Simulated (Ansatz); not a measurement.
## InSe (R3m): G0W0 against its settings

InSe (started from an entry of an open crystallographic database), relaxed with r2SCAN+rVV10; one-shot G0W0 in Ansatz without spin-orbit coupling. Spin-unpolarised throughout; all numbers are computed.

```cif
data_structure
_symmetry_space_group_name_H-M 'R3m:H'
_symmetry_Int_Tables_number 160
_cell_length_a 4.0211
_cell_length_b 4.0211
_cell_length_c 25.2320
_cell_angle_alpha 90.000
_cell_angle_beta 90.000
_cell_angle_gamma 120.000
_cell_volume 353.33
loop_
_atom_site_label
_atom_site_type_symbol
_atom_site_symmetry_multiplicity
_atom_site_Wyckoff_symbol
_atom_site_fract_x
_atom_site_fract_y
_atom_site_fract_z
_atom_site_occupancy
In1 In 3 a 0.00000 0.00000 0.00048 1
In2 In 3 a 0.00000 0.00000 0.11087 1
Se1 Se 3 a 0.33333 0.66667 0.28362 1
Se2 Se 3 a 0.66667 0.33333 0.16103 1
```

Gaps are read over the mesh points alone. G0W0 values are finite-basis, finite-mesh values.

| start | potentials | frequency model | mesh | empty bands | screening cutoff (eV) | Kohn-Sham gap (eV) | G0W0 gap (eV) |
| --- | --- | --- | --- | --- | --- | --- | --- |
| r2SCAN | PAW | contour deformation | 4×4×4 | 267 | 100 | 0.82 | 1.33 |
| r2SCAN | PAW | contour deformation | 4×4×4 | 645 | 180 | 0.82 | 1.32 |
| r2SCAN | PAW | contour deformation | 4×4×4 | 1253 | 260 | 0.82 | 1.32 |
| HSE06 | PAW | contour deformation | 4×4×4 | 645 | 180 | 1.14 | 1.49 |
| PBE0 | PAW | contour deformation | 4×4×4 | 645 | 180 | 1.73 | 1.64 |
| r2SCAN | PAW | Godby-Needs pole | 4×4×4 | 645 | 180 | 0.82 | 1.36 |
| r2SCAN | PAW | contour deformation | 6×6×6 | 191 | 80 | 0.82 | 1.32 |
| r2SCAN | norm-conserving | contour deformation | 4×4×4 | 645 | 180 | 0.81 | 1.35 |

Over the mesh points the r2SCAN gap of 0.82 eV becomes a quasiparticle gap of 1.32 eV (direct at T), a change of +0.50 eV. Renormalisation factors Z lie between 0.72 and 0.80.

Raising bands and cutoff together moves the gap by -0.01 eV (100 to 180 eV), then 0.00 eV (180 to 260 eV); the last step is small, which bounds nothing strictly. Starting from HSE06 (1.14 eV against r2SCAN's 0.82 eV) gives 1.49 eV, +0.17 eV from G0W0@r2SCAN at the same screening cutoff. Starting from PBE0 (1.73 eV against r2SCAN's 0.82 eV) gives 1.64 eV, +0.32 eV from G0W0@r2SCAN at the same screening cutoff. The Godby-Needs plasmon pole differs from contour deformation by +0.04 eV. Norm-conserving potentials (wave cutoff 1230 eV against 500 eV) shift the quasiparticle gap by +0.03 eV and the r2SCAN gap by -0.01 eV. r2SCAN runs take a wave cutoff of 500 eV.

The program warns that the k mesh is coarse for exact exchange in some of these runs, so their gaps aren't converged.

With a shallow d shell on the cation, G0W0 converges slowly in bands and cutoff, so these values are in doubt.
